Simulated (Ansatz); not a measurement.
# SrCl2: the cost of one run

Program: Ansatz 0.2.0. Level of theory: DFT PBE, scalar-relativistic, plane waves, PAW. These are calculated values, not measurements.

**1. The starting structure**

The structure is tetragonal, space group P4/mmm (No. 123). Conventional cell: a = 4.990 Å, b = 4.990 Å, c = 4.170 Å, α = 90.00°, β = 90.00°, γ = 90.00°. Around Sr (site symmetry 4/mmm) lie 4 Cl at 2.49 Å. Cl (site symmetry mmm) is surrounded by 2 Sr at 2.49 Å.

Structure file:

```xyz
3
Lattice="4.9898 0.0000 0.0000 0.0000 4.9898 0.0000 0.0000 0.0000 4.1704" Properties=species:S:1:pos:R:3 pbc="T T T"
Sr    2.4949    2.4949    0.0000
Cl    2.4949    0.0000    0.0000
Cl    0.0000    2.4949    0.0000
```

The cell is invented: random cell by space group and Wyckoff sites (P4/mmm, No. 123). Lengths come from tabulated atomic sizes and are only a guess.

**2. Probe: one point on a coarse mesh**

Input file input.yaml:

```yaml
crystal:
  lattice:
    - [4.98980283, 0.0, 0.0]
    - [0.0, 4.98980283, 0.0]
    - [0.0, 0.0, 4.17036748]
  atoms:
    - { symbol: Sr, position: [0.5, 0.5, 0.0] }
    - { symbol: Cl, position: [0.5, 0.0, 0.0] }
    - { symbol: Cl, position: [0.0, 0.5, 0.0] }
basis:
  ecutwfc: 420
kpoints:
  mp_grid: { grid: [4, 4, 4] }
hamiltonian:
  xc: pbe
scf:
  occupations: { method: gaussian, width: 0.1 }
  lower_state_search: "off"
output:
  forces: true
  stress: true
  eigenvalues: true
```

Run with:

```sh
ansatz run input.yaml --threads 1 --pin off --max-ram 2048MiB --backend cpu --events-out ev --progress --plain --runs-dir out
```

What time and memory should one allow on 1 thread of Intel Xeon Platinum 8375C at 2.90GHz (Ice Lake), shared host?

About 1.3 s, with a peak of 0.36 GiB.
